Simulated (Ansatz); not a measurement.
## TiAl3: enthalpy under pressure, worked through

These are results of DFT PBEsol, scalar-relativistic, plane waves, PAW (Ansatz), not measurements. Run with 420 eV cutoff, 16×16×16 k-mesh, Gaussian smearing of 0.10 eV, no spin polarisation.

Reference structure (relaxed):

```yaml
crystal:
  lattice:
    - [-1.90777, 1.90777, 4.27700]
    - [1.90777, -1.90777, 4.27700]
    - [1.90777, 1.90777, -4.27700]
  atoms:
    - { symbol: Ti, position: [0.00000, 0.00000, 0.00000] }
    - { symbol: Al, position: [0.50000, 0.50000, 0.00000] }
    - { symbol: Al, position: [0.75000, 0.25000, 0.50000] }
    - { symbol: Al, position: [0.25000, 0.75000, 0.50000] }
```

Cell and atoms were relaxed at each target pressure within the start's symmetry (I4/mmm), at zero temperature; other phases can be more stable under pressure. H = E + PV with P the target; E is the free energy at the smearing used, whose derivative the pressure is, per atom and counted from zero pressure. The mesh named is that at zero pressure; some other pressures ran on another.

```csv
P (GPa),V (Å³/atom),E − E0 (meV),H − H0 (meV)
0,15.567,0.0,0.0
1,15.434,0.4,96.7
4,15.052,6.2,382.0
12,14.233,46.1,1112.1
25,13.235,159.0,2224.1
50,11.939,454.7,4180.6
90,10.625,1015.8,6984.4
```

Problem. Thermodynamics gives dH/dP = V along a relaxed path. Integrate V over P by the trapezoid rule and compare with the computed enthalpies.

Solution. With 1 eV/Å³ = 160.22 GPa, each step adds the mean volume times ΔP / 160.22:
```tsv
P (GPa)	∫V dP (meV)	H − H0 (meV)	difference (meV)
1	96.7	96.7	0.0
4	382.2	382.0	0.1
12	1113.3	1112.1	1.2
25	2227.7	2224.1	3.6
50	4191.7	4180.6	11.1
90	7008.4	6984.4	24.0
```

V(P) curves upward, so the trapezoid rule runs high; integrating a smooth curve through the same points (P as a polynomial of degree 4 in ln V) puts that excess at about 23.4 meV at 90 GPa, against the 24.0 meV found.

Problem. At 90 GPa, how much of the enthalpy change is stored energy and how much is the PV term?

Solution. E rises by 1016 meV/atom and PV is 90 × 10.625 / 160.22 = 5969 meV/atom, so PV makes 85 % of ΔH. So between rival structures at high pressure a small difference in volume can outweigh the difference in energy: 1 % of this volume is worth 59.7 meV/atom at this pressure.

Problem. What bulk modulus do the lowest pressures give?

Solution. From the pressures that the runs reached, -0.98 GPa (15.705 Å³) and 0.97 GPa (15.434 Å³), B = −ΔP/Δln V = 1.95 / 0.0174 = 111 GPa, a mean over that range.